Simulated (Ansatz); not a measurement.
**MoP: the crystal squeezed far**

One table from this session's results is given with a row withheld; the runs are named, their logs left out.

Program: Ansatz 0.2.0. Level of theory: DFT, LDA, PAW with Ansatz's default frozen-core files, scalar-relativistic. These are calculated values, not measurements.

### The system as given

The structure is hexagonal, space group P-6m2 (No. 187). The conventional cell has a = 3.235 Å, b = 3.235 Å, c = 3.182 Å, α = 90.00°, β = 90.00°, γ = 120.00°. Around Mo (site symmetry -6m2) lie 6 P at 2.45 Å. P (site symmetry -6m2) has 6 Mo at 2.45 Å as nearest neighbours.

As a file:

```
Mo P
1.0
     3.23476    0.00000    0.00000
    -1.61738    2.80138    0.00000
     0.00000    0.00000    3.18228
Mo P
1 1
Direct
  0.00000 0.00000 0.00000
  0.33333 0.66667 0.50000
```

Whether this phase is the stable one at these pressures isn't tested.

Atoms are numbered in the order of the input: Mo1, P2.

The first run:

The input, input.yaml:

```yaml
crystal:
  lattice:
    - [3.2347550738, 0.0, 0.0]
    - [-1.6173775369, 2.8013800689, 0.0]
    - [0.0, 0.0, 3.18227878]
  atoms:
    - { symbol: Mo, position: [0.0, 0.0, 0.0] }
    - { symbol: P, position: [0.3333333333, 0.6666666667, 0.5] }
kpoints:
  mp_grid: { grid: [13, 13, 11] }
scf:
  occupations: { method: fermi_dirac, width: 0.05 }
hamiltonian:
  xc: lda
  pseudopotentials: { kind: paw }
output:
  forces: true
  stress: true
relax:
  f_tol: 0.01
  max_steps: 30
  cell: { stress_tol: 0.05, fix: [volume] }
```

Command:

```bash
$ ansatz run input.yaml --threads 1 --pin off --max-ram 2048MiB --backend cpu --events-out ev --progress --plain --runs-dir out
```

Among the steps run: Shape and atoms relaxed at the given volume, PAW; Volume scaled by 1, PAW; Shape and atoms relaxed at 0.9 of the volume, PAW; Volume scaled by 0.9, PAW; Shape and atoms relaxed at 0.65 of the volume, PAW; Volume scaled by 0.65, PAW; Shape and atoms relaxed at 0.4 of the volume, PAW; Volume scaled by 0.4, PAW.

One of the session's tables, all rows but one given; the rest of the session is left out.

| method | volume over the first | volume (Å³/atom) | pressure (GPa) |
| --- | --- | --- | --- |
| PAW | 1 | 14.419 | -7.88 |
| PAW | 0.9 | ? | ? |
| PAW | 0.65 | 9.372 | 217.73 |
| PAW | 0.4 | 5.767 | 1124.96 |

Q: Estimate the row for PAW, 0.9 from the others.

The run gave: volume (Å³/atom): 12.977; pressure (GPa): 19.75. In the column «volume (Å³/atom)» it lies between PAW, 0.65 (9.372) and PAW, 1 (14.419).

Limits of these values: Warnings in the runs' records: gradients without spin orbit.
